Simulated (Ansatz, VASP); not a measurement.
# Two plane-wave programs on Ag

Contents of INCAR:

```
SYSTEM = Ag
PREC = Accurate
ENCUT = 520
EDIFF = 1E-7
ISMEAR = 0
SIGMA = 0.1
LREAL = .False.
LASPH = .True.
NELM = 100
ALGO = Fast
ISIF = 2
LWAVE = .False.
LCHARG = .False.
GGA = PE
NBANDS = 18
```

File KPOINTS:

```
regular mesh
0
Gamma
  18 18 10
  0 0 0
```

File POSCAR:

```
Ag
1.0
    2.7382004061      0.0000000000      0.0000000000
   -1.3691002030      2.3713511123      0.0000000000
    0.0000000000      0.0000000000      4.9075466000
Ag
2
Direct
    0.3333333333      0.6666666667      0.2500000000
    0.6666666667      0.3333333333      0.7500000000
```

Input for Ansatz:

```yaml
crystal:
  lattice:
    - [2.7382004061, 0.0, 0.0]
    - [-1.369100203, 2.3713511123, 0.0]
    - [0.0, 0.0, 4.9075466]
  atoms:
    - { symbol: Ag, position: [0.3333333333, 0.6666666667, 0.25] }
    - { symbol: Ag, position: [0.6666666667, 0.3333333333, 0.75] }
basis:
  ecutwfc: 420
kpoints:
  mp_grid: { grid: [18, 18, 10] }
hamiltonian:
  xc: pbe
scf:
  occupations: { method: gaussian, width: 0.1 }
output:
  forces: true
  stress: true
  eigenvalues: true
  populations: true
```

Alike in both runs: task single point; functional PBE; k mesh 18 × 18 × 10; occupations gaussian, width 0.1 eV; no spin polarisation.

|  | VASP | Ansatz |
| --- | --- | --- |
| version | VASP 6.6.1 | Ansatz 0.2.0 |
| potentials or method | VASP PAW PBE potentials, release 64 (Ag) | scalar-relativistic, plane waves, PAW |
| plane-wave cutoff (eV) | 520 | 420 |
| valence electrons in the cell | 22 | 38 |

|  | VASP | Ansatz | Ansatz less VASP |
| --- | --- | --- | --- |
| gap on the k mesh at the Fermi level (eV) | none | none | - |
| pressure (GPa) | 15.8 | 16.1 | +0.28 |
| largest component of the traceless stress (GPa) | 9.26 | 9.32 | +0.058 |

A gap of «none» marks a metal or a gap that the smearing closes. The two sets of potentials don't hold the same shells in valence.

Caveats: so large a pressure means that the cell lies far from this level's equilibrium, or that cutoff or potentials fall short (VASP).
